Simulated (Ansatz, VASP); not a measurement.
## Co: VASP beside Ansatz

INCAR

```
PREC     = Accurate       # precision mode
ENCUT    = 600            # plane-wave cutoff, eV
EDIFF    = 1E-6           # SCF threshold, eV
ISMEAR   = -1             # smearing method
SIGMA    = 0.1            # smearing width, eV
LREAL    = False          # projectors in reciprocal space
LASPH    = True           # aspherical terms in the spheres
NELM     = 100            # most SCF steps
ALGO     = Normal         # electronic algorithm
ISIF     = 3              # what is computed and relaxed
LWAVE    = False          # write WAVECAR
LCHARG   = False          # write CHGCAR
GGA      = PS             # functional
IBRION   = 2              # ionic algorithm
NSW      = 80             # ionic steps
EDIFFG   = -0.01          # ionic threshold
```

File KPOINTS:

```
regular mesh
0
Gamma
  16 16 16
```

Contents of POSCAR:

```
Co
1.0
   -1.4041371717      1.4041371717      1.4041371717
    1.4041371717     -1.4041371717      1.4041371717
    1.4041371717      1.4041371717     -1.4041371717
Co
1
Direct
    0.0000000000      0.0000000000      0.0000000000
```

Input for Ansatz:

```yaml
crystal:
  lattice:
    - [-1.4041371717, 1.4041371717, 1.4041371717]
    - [1.4041371717, -1.4041371717, 1.4041371717]
    - [1.4041371717, 1.4041371717, -1.4041371717]
  atoms:
    - { symbol: Co, position: [0.0, 0.0, 0.0] }
hamiltonian:
  xc: pbesol
  pseudopotentials:
    kind: paw
    azcp:
      Co: "pseudopotentials/Co.paw.azcp"
basis:
  ecutwfc: 420
  fft_grid_basis: typed
kpoints:
  mp_grid: { grid: [16, 16, 16], shift: [0, 0, 0] }
magnetization:
  spin_polarized: false
scf:
  occupations: { method: fermi_dirac, width: 0.1 }
relax:
  max_steps: 60
  f_tol: 0.01
  cell: {}
```

The cell was built by a generator and needn't be a form met in nature.

Alike in both runs: task relaxation of cell and atoms; functional PBEsol; k mesh 16 × 16 × 16; occupations fermi-dirac, width 0.1 eV; no spin polarisation.

|  | VASP | Ansatz |
| --- | --- | --- |
| version | VASP 6.6.1 | Ansatz 0.2.0 |
| potentials or method | VASP PAW PBE potentials, release 64 (Co) | plane waves (420 eV) with PAW, scalar-relativistic |
| plane-wave cutoff (eV) | 600 | 420 |
| valence electrons in the cell | 9 | 17 |

|  | VASP | Ansatz | Ansatz less VASP |
| --- | --- | --- | --- |
| relaxed volume (Å³/atom) | 10.10 | 10.13 | +0.038 |
| relaxed cell length with the largest relative difference (Å) | 2.358 | 2.361 | +0.0030 |
| energy change over the relaxation (meV/atom) | -67 | -62 | +4.8 |

The two sets of potentials don't hold the same shells in valence. Ansatz warned: «pseudo_functional_mismatch».

Caveats: the PAW data sets were made with another functional, which shifts forces and pressure a little (VASP); the run has no spin polarisation, though such a crystal can be magnetic. Spin polarisation is off, so any magnetic state and its effect on volume and gap are missing.
